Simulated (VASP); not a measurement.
Input of a VASP 6.6.1 run:

INCAR

```
  PREC = Accurate
  ENCUT = 580
  EDIFF = 1E-7
  ISMEAR = 0
  SIGMA = 0.1
  LREAL = F
  LASPH = T
  NELM = 100
  ALGO = Normal
  ISIF = 3
  LWAVE = F
  LCHARG = F
  ISPIN = 2
  MAGMOM = 1
  LORBIT = 11
  LMAXMIX = 4
  GGA = PS
  IBRION = 2
  NSW = 90
  EDIFFG = -0.005
```

KPOINTS

```
Automatic mesh
0
Gamma
  20 20 20
```

POSCAR

```
Ni
1.0
   -1.3967612200      1.3967612200      1.3967612200
    1.3967612200     -1.3967612200      1.3967612200
    1.3967612200      1.3967612200     -1.3967612200
Ni
1
Direct
    0.0000000000      0.0000000000      0.0000000000
```

Potentials or basis: VASP PAW PBE potentials, release 64 (Ni).

Launch:

```bash
$ cat potpaw_PBE.64/Ni/POTCAR > POTCAR
$ mpirun -np 1 vasp_std > vasp.out
```

Question: What does it give for the band gap on the k mesh?

Answer: None (metal or under the smearing width).

Question: Estimate the site moments.

Answer: Ni +0.54 μB.

Question: What does it give for the relaxed cell?

Answer: a = 2.386 Å, b = 2.386 Å, c = 2.386 Å, α = 109.47°, β = 109.47°, γ = 109.47°.

Question: What does it give for the relaxed volume?

Answer: 10.46 Å³/atom.

Final structure:
```
CELL_PARAMETERS angstrom
-1.37775 1.37775 1.37775
1.37775 -1.37775 1.37775
1.37775 1.37775 -1.37775
ATOMIC_POSITIONS crystal
Ni 0.00000 0.00000 0.00000
```

Caveat: the PAW data sets were made with another functional, which shifts forces and pressure a little.
